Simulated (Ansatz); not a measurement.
Si vacancy in SiO2

Method: DFT PBE, scalar-relativistic, plane waves, PAW (Ansatz). Run with 420 eV cutoff, 2×2×2 k-mesh, Gaussian smearing of 0.01 eV, collinear spin.

Host crystal, relaxed:

```xyz
12
Lattice="5.0993 0.0000 0.0000 -2.5497 4.4161 0.0000 0.0000 0.0000 8.6286" Properties=species:S:1:pos:R:3 pbc="T T T"
Si    2.5497    1.4720    8.0867
Si    2.5497    1.4720    4.8561
Si    0.0000    2.9441    0.5418
Si    0.0000    2.9441    3.7724
O    -1.0642    1.8432    0.0000
O     1.0642    1.8432    4.3143
O     2.9710    0.0000    4.3143
O     1.4855    2.5729    0.0000
O    -1.4855    2.5729    4.3143
O     2.5497    1.4720    6.4714
O     0.0000    2.9441    2.1571
O     2.1283    0.0000    0.0000
```

Supercell of 36 atoms, rows in host cell vectors: 0 0 1; -1 1 0; -1 -2 0. Atoms relax at the host's cell, keeping the symmetry that the supercell leaves at the site. The cell is small, so energies carry finite-size errors of tenths of an eV. The host's Kohn–Sham gap is 5.45 eV. Atoms are taken from and returned to the elements' standard states.

Defect: Si vacancy set at (0.667, 0.333, 0.937) of the host cell. Before relaxation its nearest neighbours are 1 O at 1.61 Å, 3 O at 1.62 Å.

| charge | E_f at the valence band top (eV) | moment (μB) | largest move (Å) | atoms near the site |
| --- | --- | --- | --- | --- |
| 0 | 16.17 | 4.00 | 0.21 | 1 O at 1.50 Å, 3 O at 1.67 Å |